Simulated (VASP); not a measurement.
The system is TiO.

```xyz
6
Lattice="4.0353 0.0000 0.0000 0.0000 4.0353 0.0000 0.0000 0.0000 4.0353" Properties=species:S:1:pos:R:3 pbc="T T T"
Ti    2.0176    2.0176    0.0000
Ti    0.0000    2.0176    2.0176
Ti    2.0176    0.0000    2.0176
O     0.0000    2.0176    0.0000
O     2.0176    0.0000    0.0000
O     0.0000    0.0000    2.0176
```

The cell comes from a database or a generator and needn't be the stable form of this composition.

Base run:

| Item | Value |
| --- | --- |
| Program | VASP 6.6.1 |
| Functional | PBEsol |
| Potentials or basis | VASP PAW PBE potentials, release 64 (Ti_sv, O_h) |
| Cutoff | 900 eV |
| k mesh | 10 × 10 × 10 |
| Occupations | gaussian, width 0.1 eV |
| Spin | no spin polarisation |

Its results: band gap on the k mesh none (metal or under the smearing width); pressure -0.2 GPa.

Task: The run is repeated on the same cell with these changes: potentials or basis from VASP PAW PBE potentials, release 64 (Ti_sv, O_h) to VASP PAW PBE potentials, release 64 (Ti_sv, O); cutoff from 900 eV to 520 eV; occupations from gaussian, width 0.1 eV to gaussian, width 0.5 eV. What comes out?

Result: Band gap on the k mesh none (metal or under the smearing width); pressure 0.7 GPa.

Caveats: the PAW data sets were made with another functional, which shifts forces and pressure a little; semilocal functionals often make such compounds metallic where correlation or magnetic order opens a gap, which also shifts bond lengths; the cutoff is under 1.25 times the usual one of these potentials, so pressure, stress and relaxed cells hold a basis-set (Pulay) error (some runs).
